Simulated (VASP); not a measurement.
# What goes wrong when the modes of C (Diamond) are computed with a bad input, part 2 of 2

Aim: see how common mistakes in a phonon run show up, on C (Diamond). The starting structure is a measured crystal structure from the Crystallography Open Database.

VASP 6.6.1.

Results so far: reference T2g 1321.5 cm⁻¹; finite displacements, else as the reference T2g 1321.2 cm⁻¹.

### 4. Modes with one-sided displacements

Level of this step: LDA; plane waves and PAW (C) (VASP).

A slip made on purpose: one-sided displacements. Against step 2 the input has IBRION = 6, NFREE = 1, POTIM = 0.015, no LEPSILON and no LPEAD (also changed: NELM and NSW).

INCAR reads:

```
SYSTEM = C
PREC = Accurate
ENCUT = 520
EDIFF = 1E-08
NELM = 60
ISMEAR = 0
SIGMA = 0.03
LREAL = .FALSE.
ALGO = Normal
GGA = CA
NBANDS = 10
LORBIT = 11
LWAVE = .FALSE.
LCHARG = .FALSE.
KPAR = 4
IBRION = 6
NFREE = 1
POTIM = 0.015
NSW = 1
ISIF = 2
```

POSCAR reads:

```
C
1.0
    0.0000000000      1.7679029686      1.7679029686
    1.7679029686      0.0000000000      1.7679029686
    1.7679029686      1.7679029686      0.0000000000
C
2
Direct
    0.7500000000      0.7500000000      0.7500000000
    0.5000000000      0.5000000000      0.5000000000
```

KPOINTS reads:

```
Automatic mesh
0
Gamma
14 14 14
0 0 0
```

Potentials, in the order of the species: C (LDA family, release 64).

Run with:

```console
$ mpirun -np 4 vasp_std
```

The log of the run:

```text
[... set-up lines as in an earlier step ...]
 entering main loop
       N       E                     dE             d eps       ncg     rms          rms(c)
[... 12 cycles as in an earlier step ...]
   1 F= -.20245491E+02 E0= -.20245491E+02  d E =-.211948E-14
 Found     1 degrees of freedom:
 Finite differences POTIM= 0.01500 DOF=   1
[...]
N       E                     dE             d eps       ncg     rms          rms(c)
[... 7 cycles as in an earlier step ...]
   2 F= -.20241154E+02 E0= -.20241154E+02  d E =-.226007E-37
 Finite differences progress:
  Degree of freedom:   1/  1
  Displacement:        1/  1
  Total:               1/  1
```

Run time: 4.4 s. Hardware: 4 MPI ranks of Intel Xeon 6975P-C (Granite Rapids), shared host; peak memory 0.61 GiB; 16 s of CPU time.

Parts of OUTCAR (step 4):

```text
  Total        0.0028525      0.0073949      0.0073949      0.0000000     -0.0633388      0.0000000
  in kB        0.4135472      1.0721066      1.0721066      0.0000000     -9.1827966      0.0000000
  external PRESSURE =       0.8525868 kB  Pullay stress =       0.0000000 kB

 POSITION                                       TOTAL-FORCE (eV/Angst)
 -----------------------------------------------------------------------------------
      2.66685      2.65185      2.65185        -0.578215      0.000000      0.000000
      1.76790      1.76790      1.76790         0.578215      0.000000      0.000000
 -----------------------------------------------------------------------------------
    total drift:                               -0.000007      0.000000      0.000001

  FREE ENERGIE OF THE ION-ELECTRON SYSTEM (eV)
  ---------------------------------------------------
  free  energy   TOTEN  =       -20.2411535710 eV

  energy  without entropy=      -20.2411535710  energy(sigma->0) =      -20.24115357

[... 2 parts as in an earlier step ...]

[... 1 further part left out ...]
[key lines of the parts left out:]
E-fermi :  10.6038
```

With one-sided displacements the mode is T2g 1321.2 cm⁻¹, as with finite displacements, else as the reference.

### 5. Modes with low precision and real-space projectors

A slip made on purpose: low precision and real-space projectors. Against step 2 the input has PREC = Low, LREAL = Auto, IBRION = 6, NFREE = 2, POTIM = 0.015, no LEPSILON and no LPEAD (also changed: NELM and NSW).

INCAR reads:

```
SYSTEM = C
PREC = Low
ENCUT = 520
EDIFF = 1E-08
NELM = 60
ISMEAR = 0
SIGMA = 0.03
LREAL = Auto
ALGO = Normal
GGA = CA
NBANDS = 10
LORBIT = 11
LWAVE = .FALSE.
LCHARG = .FALSE.
KPAR = 4
IBRION = 6
NFREE = 2
POTIM = 0.015
NSW = 1
ISIF = 2
```

POSCAR is that of step 4.

KPOINTS is that of step 4.

Run with:

```console
$ mpirun -np 4 vasp_std
```

The log of the run:

```text
[banner, memory and clock lines left out]
running    4 mpi-ranks, on    1 nodes
[...]
|                                                                             |
|               ----> ADVICE to this user running VASP <----                  |
|                                                                             |
|     You have a (more or less) 'small supercell' and for smaller cells       |
|     it is recommended to use the reciprocal-space projection scheme!        |
|     The real-space optimization is not efficient for small cells and it     |
|     is also less accurate ...                                               |
|     Therefore, set LREAL=.FALSE. in the INCAR file.                         |
|                                                                             |

 LDA part: xc-table for (Slater(with rela. corr.)+CA(PZ))
 , standard interpolation
 POSCAR, INCAR and KPOINTS ok, starting setup
[...]
entering main loop
       N       E                     dE             d eps       ncg     rms          rms(c)
[...]
DAV:   6    -0.202445575191E+02   -0.66794E-08   -0.11104E-07  9576   0.294E-03    0.237E-04
DAV:   7    -0.202445575175E+02    0.15446E-08   -0.15068E-09  4780   0.306E-04
   2 F= -.20244558E+02 E0= -.20244558E+02  d E =-.187012E-37
 Finite differences progress:
  Degree of freedom:   1/  1
  Displacement:        1/  2
  Total:               1/  2
[...]
N       E                     dE             d eps       ncg     rms          rms(c)
DAV:   1    -0.202456457885E+02   -0.10883E-02   -0.12332E+00  8626   0.829E+00    0.263E-01
DAV:   2    -0.202451179706E+02    0.52782E-03   -0.65822E-03  9536   0.748E-01    0.154E-01
DAV:   3    -0.202445693926E+02    0.54858E-03   -0.12635E-03  9504   0.278E-01    0.175E-02
DAV:   4    -0.202445650532E+02    0.43394E-05   -0.55108E-05  9556   0.689E-02    0.103E-02
DAV:   5    -0.202445613693E+02    0.36839E-05   -0.89173E-06  9344   0.212E-02    0.925E-04
DAV:   6    -0.202445613999E+02   -0.30585E-07   -0.39310E-07  9646   0.557E-03    0.445E-04
DAV:   7    -0.202445613970E+02    0.29245E-08   -0.63192E-09  5868   0.601E-04
   3 F= -.20244561E+02 E0= -.20244561E+02  d E =-.218685E-37
 Finite differences progress:
  Degree of freedom:   1/  1
  Displacement:        2/  2
  Total:               2/  2
```

Elapsed: 3.6 s, on 4 MPI ranks; peak memory 0.57 GiB; 12 s of CPU time.

OUTCAR, selected parts (step 5):

```text
  Total       -0.3117278     -0.1660324     -0.1660324      0.0000000      0.0610733      0.0000000
  in kB      -45.1940118    -24.0712296    -24.0712296      0.0000000      8.8543488      0.0000000
  external PRESSURE =     -31.1121570 kB  Pullay stress =       0.0000000 kB

 POSITION                                       TOTAL-FORCE (eV/Angst)
 -----------------------------------------------------------------------------------
      2.63685      2.65185      2.65185         0.494279      0.000000      0.000000
      1.76790      1.76790      1.76790        -0.494279      0.000000      0.000000
 -----------------------------------------------------------------------------------
    total drift:                                0.000018      0.000027      0.000019

  FREE ENERGIE OF THE ION-ELECTRON SYSTEM (eV)
  ---------------------------------------------------
  free  energy   TOTEN  =       -20.2445613970 eV

  energy  without entropy=      -20.2445613970  energy(sigma->0) =      -20.24456140

[... 2 parts as in an earlier step ...]

[... 1 further part left out ...]
[key lines of the parts left out:]
E-fermi :  10.6042
```

With low precision and real-space projectors the mode is T2g 1221.7 cm⁻¹, -99.5 cm⁻¹ from finite displacements, else as the reference.

### 6. Modes with a cutoff far too low

A slip made on purpose: a cutoff far too low. Against step 2 the input has ENCUT = 220 (also changed: NELM).

INCAR reads:

```
SYSTEM = C
PREC = Accurate
ENCUT = 220
EDIFF = 1E-08
NELM = 60
ISMEAR = 0
SIGMA = 0.03
LREAL = .FALSE.
ALGO = Normal
GGA = CA
NBANDS = 10
LORBIT = 11
LWAVE = .FALSE.
LCHARG = .FALSE.
KPAR = 4
IBRION = 8
LEPSILON = .TRUE.
LPEAD = .TRUE.
ISIF = 2
```

POSCAR is that of step 5.

KPOINTS is that of step 5.

Run with:

```console
$ mpirun -np 4 vasp_std
```

The log of the run:

```text
[... set-up lines as in an earlier step ...]
 entering main loop
       N       E                     dE             d eps       ncg     rms          rms(c)
DAV:   1    -0.127245142195E+02   -0.12725E+02   -0.28484E+03  2542   0.381E+02
DAV:   2    -0.207307820154E+02   -0.80063E+01   -0.78817E+01  2518   0.748E+01
DAV:   3    -0.208024740828E+02   -0.71692E-01   -0.71645E-01  2458   0.552E+00
DAV:   4    -0.208025133902E+02   -0.39307E-04   -0.39307E-04  2260   0.146E-01
[...]
DAV:  12    -0.202162420423E+02    0.97412E-07   -0.30066E-10  1178   0.152E-04    0.486E-05
DAV:  13    -0.202162420137E+02    0.28544E-07   -0.96914E-12  1096   0.286E-05    0.916E-06
DAV:  14    -0.202162420102E+02    0.34888E-08    0.55268E-14  1072   0.400E-06
   1 F= -.20216242E+02 E0= -.20216242E+02  d E =-.310053E-42
 Linear response reoptimize wavefunctions to high precision
DAV:   1    -0.202162420092E+02    0.98674E-09    0.12896E-13  1132   0.147E-06
DAV:   2    -0.202162420092E+02   -0.96634E-12    0.11067E-13  1062   0.287E-07
 Linear response to external field (no local field effect), progress :
[...]
RMM:   9    -0.160900736708E+00    0.27902E-06   -0.23389E-11  4017   0.255E-05    0.221E-06
 change of polarisation eV/A/(eV/A) component  3 :     0.016     0.065     0.305
 dielectric tensor                  component  3 :     0.264     1.063     5.999
 Linear response DOF=           1
 Linear response progress:
  Degree of freedom:   1/  1
       N       E                     dE             d eps       ncg     rms          rms(c)
RMM:   1    -0.107820880185E+00   -0.10782E+00   -0.17703E-02 20536   0.171E+00
RMM:   2    -0.979958431466E-01    0.98250E-02   -0.77108E-04 13180   0.299E-01    0.194E-01
RMM:   3    -0.983752142166E-01   -0.37937E-03   -0.77543E-05 12498   0.850E-02    0.104E-01
RMM:   4    -0.993290420961E-01   -0.95383E-03   -0.13938E-04 12391   0.953E-02    0.130E-02
[...]
RMM:   8    -0.993200941790E-01   -0.15619E-06   -0.32513E-08 14477   0.270E-05    0.938E-06
RMM:   9    -0.993200147827E-01    0.79396E-07   -0.15128E-08 14522   0.828E-06    0.164E-06
RMM:  10    -0.993200108345E-01    0.39482E-08    0.78874E-10  9585   0.272E-06    0.502E-07
 first order change of Fermi-energy   0.41145E-04
 force on displaced ion       1 direction 1 : -37.952  -0.000  -0.000
 Born effective charge ion    1 direction 1 :   0.000   0.000   0.000
 Born effective charges drift removed
 Linear response finished
```

It took 3.6 s on 4 MPI ranks; peak memory 0.61 GiB; 12 s of CPU time.

From OUTCAR (step 6):

```text
  Total       -5.5521720     -5.5521720     -5.5521720     -0.0000000      0.0000000      0.0000000
  in kB     -804.9487378   -804.9487378   -804.9487378     -0.0000000      0.0000000      0.0000000
  external PRESSURE =    -804.9487378 kB  Pullay stress =       0.0000000 kB

 POSITION                                       TOTAL-FORCE (eV/Angst)
 -----------------------------------------------------------------------------------
      2.65185      2.65185      2.65185         0.000000      0.000000      0.000000
      1.76790      1.76790      1.76790        -0.000000     -0.000000     -0.000000
 -----------------------------------------------------------------------------------
    total drift:                               -0.000000     -0.000000      0.000000

 MACROSCOPIC STATIC DIELECTRIC TENSOR (including local field effects in DFT)
 ------------------------------------------------------
           5.997597    -0.000000     0.000000
           0.000000     5.997597     0.000000
           0.000000     0.000000     5.997597
 ------------------------------------------------------

 MACROSCOPIC STATIC DIELECTRIC TENSOR IONIC CONTRIBUTION
 ------------------------------------------------------
           0.000000    -0.000000     0.000000
          -0.000000     0.000000     0.000000
           0.000000     0.000000     0.000000
 ------------------------------------------------------

[... 1 part as in an earlier step ...]

[... 1 further part left out ...]
```

With a cutoff far too low the mode is T2g 1310.9 cm⁻¹, -10.6 cm⁻¹ from the reference.

### 7. Modes with a k mesh far too coarse

A slip made on purpose: a k mesh far too coarse. Against step 2 the input has a 2×2×2 mesh (also changed: NELM and KPAR).

Changes to INCAR since step 6:

```diff
@@ -2,3 +2,3 @@
 PREC = Accurate
-ENCUT = 220
+ENCUT = 520
 EDIFF = 1E-08
@@ -14,3 +14,2 @@
 LCHARG = .FALSE.
-KPAR = 4
 IBRION = 8
```

POSCAR is that of step 6.

KPOINTS reads:

```
Automatic mesh
0
Gamma
2 2 2
0 0 0
```

Run with:

```console
$ mpirun -np 4 vasp_std
```

The log of the run:

```text
[banner, memory and clock lines left out]
running    4 mpi-ranks, on    1 nodes
[...]
LDA part: xc-table for (Slater(with rela. corr.)+CA(PZ))
 , standard interpolation
|                                                                             |
|           W    W    AA    RRRRR   N    N  II  N    N   GGGG   !!!           |
|           W    W   A  A   R    R  NN   N  II  NN   N  G    G  !!!           |
|           W    W  A    A  R    R  N N  N  II  N N  N  G       !!!           |
|           W WW W  AAAAAA  RRRRR   N  N N  II  N  N N  G  GGG   !            |
|           WW  WW  A    A  R   R   N   NN  II  N   NN  G    G                |
|           W    W  A    A  R    R  N    N  II  N    N   GGGG   !!!           |
|                                                                             |
|     The number of bands has been changed from the values supplied in        |
|     The orbitals not found in the WAVECAR file will be initialized with     |
|     random numbers, which is usually adequate. For correlated               |
[...]
RMM:   9    -0.106241509039E+02   -0.20171E-05   -0.60246E-11   144   0.693E-05    0.508E-06
 change of polarisation eV/A/(eV/A) component  3 :    13.681     9.482    20.791
 dielectric tensor                  component  3 :   224.016   155.266   341.430
 Linear response DOF=           1
 Linear response progress:
  Degree of freedom:   1/  1
       N       E                     dE             d eps       ncg     rms          rms(c)
RMM:   1    -0.121876720291E+00   -0.12188E+00    0.89001E-03   273   0.174E+00
RMM:   2    -0.116363820991E+00    0.55129E-02   -0.25029E-03   184   0.252E-01    0.215E-01
RMM:   3    -0.116336372818E+00    0.27448E-04   -0.34500E-04   181   0.954E-02    0.115E-01
RMM:   4    -0.117136712950E+00   -0.80034E-03   -0.38190E-04   172   0.963E-02    0.166E-02
[...]
RMM:   9    -0.117077620855E+00    0.31542E-09   -0.42599E-07   182   0.284E-06    0.168E-06
RMM:  10    -0.117077579838E+00    0.41017E-07    0.31994E-08   128   0.679E-07    0.773E-07
RMM:  11    -0.117077587060E+00   -0.72221E-08   -0.29037E-08   135   0.817E-07    0.271E-08
 first order change of Fermi-energy   0.66719E-05
 force on displaced ion       1 direction 1 : -58.332  -0.000  -0.000
 Born effective charge ion    1 direction 1 :  -1.603   0.000   0.000
 Born effective charges drift removed
 Linear response finished
```

The job ended after 1.6 s (4 MPI ranks; peak memory 0.38 GiB; 3.9 s of CPU time).

OUTCAR, selected parts (step 7):

```text
  Total        2.1965710      2.1965710      2.1965710     -0.0000000     -0.0000000      0.0000000
  in kB      318.4568211    318.4568211    318.4568211     -0.0000000     -0.0000000      0.0000000
  external PRESSURE =     318.4568211 kB  Pullay stress =       0.0000000 kB

 POSITION                                       TOTAL-FORCE (eV/Angst)
 -----------------------------------------------------------------------------------
      2.65185      2.65185      2.65185        -0.000000     -0.000000     -0.000000
      1.76790      1.76790      1.76790         0.000000      0.000000      0.000000
 -----------------------------------------------------------------------------------
    total drift:                                0.000000     -0.000000      0.000000

 MACROSCOPIC STATIC DIELECTRIC TENSOR (including local field effects in DFT)
 ------------------------------------------------------
         370.556884    -0.000000     0.000000
          -0.000000   370.556884     0.000000
          -0.000000     0.000000   370.556884
 ------------------------------------------------------

[... 2 parts as in an earlier step ...]

[... 1 further part left out ...]
```

With a k mesh far too coarse the mode is T2g 1625.2 cm⁻¹, +303.7 cm⁻¹ from the reference.

### 8. All runs side by side

| run | T2g | method | core minutes |
| --- | --- | --- | --- |
| reference | 1321.5 | perturbation theory | 1.09 |
| finite displacements, else as the reference | 1321.2 | finite displacements | 0.48 |
| one-sided displacements | 1321.2 | finite displacements | 0.293 |
| low precision and real-space projectors | 1221.7 | finite displacements | 0.24 |
| a cutoff far too low | 1310.9 | perturbation theory | 0.24 |
| a k mesh far too coarse | 1625.2 | perturbation theory | 0.107 |

Modes are in cm⁻¹, degenerate ones as one, matched between runs by symmetry and order. A number in brackets counts the listed modes of one symmetry from the lowest. The symmetry labels come from an automatic analysis and can be wrong where levels nearly coincide. Core minutes are wall time times ranks of the run shown, on a shared host.

### 9. Summary of results

* T2g, reference: 1321.5 cm⁻¹
* T2g, finite displacements, else as the reference: 1321.2 cm⁻¹
* T2g, one-sided displacements: 1321.2 cm⁻¹
* T2g, low precision and real-space projectors: 1221.7 cm⁻¹
* T2g, a cutoff far too low: 1310.9 cm⁻¹
* T2g, a k mesh far too coarse: 1625.2 cm⁻¹

In words: Finished, but with signs in the output that stand out against the reference: low precision and real-space projectors, with modes off by up to -100 cm⁻¹, in T2g (signs: VASP's advice that real-space projection is less accurate and a pressure of 0.3 GPa on the undisplaced cell); a cutoff far too low, with modes off by up to -11 cm⁻¹, in T2g (signs: a pressure of -80.5 GPa on the undisplaced cell); a k mesh far too coarse, with modes off by up to +304 cm⁻¹, in T2g (signs: a pressure of 31.8 GPa on the undisplaced cell). Little came of one-sided displacements in this material. Runs with finite displacements are held against the sound run of that kind. The dielectric constants and Born charges in the logs aren't compared here; at a small gap they can be far off, and in a run without a gap they mean nothing. Further runs on this material are not shown.

[Lines on the potential files, build, host, timing and source positions are cut from VASP's logs without a mark.]

[Logs are printed without paths, hosts, clocks, repeated set-up lines and the standing remarks that a program may print on its own settings, such as how far it seeks lower states.]

[Hosts, paths, dates, database ids (printed as entryN), source tags and the programs' standing remarks are cut or masked in the printed files.]
